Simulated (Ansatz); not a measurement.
## Cd: equation of state with PBE

Cd:

```
Cd
1.0
    -1.78432    1.78432    1.78432
     1.78432   -1.78432    1.78432
     1.78432    1.78432   -1.78432
Cd
1
Direct
  0.00000 0.00000 0.00000
```

This isn't the form of Cd at room conditions, which is hcp.

```json
{"Program": "Ansatz 0.2.0", "Task": "equation of state", "Functional": "PBE", "Potentials or basis": "Ansatz PAW", "Cutoff": "420 eV", "Density cutoff": "1680 eV", "k mesh": "10 × 10 × 10", "Occupations": "fermi-dirac, width 0.05 eV", "Spin": "no spin polarisation"}
```

- Equilibrium volume: 23.45 Å³/atom
- Bulk modulus: 33 GPa
- Pressure derivative of the bulk modulus: 6.1 (rough: it moves with the points fitted)

Energy against volume, from the lowest point:
```tsv
volume (Å³/atom)	energy (meV/atom)
21.360	24.03
21.815	13.90
22.269	6.85
22.724	2.41
23.178	0.21
23.633	0.00
24.087	1.61
```

All runs of the series together: 7.6 s on 1 thread of Arm Neoverse V1 (shared host).
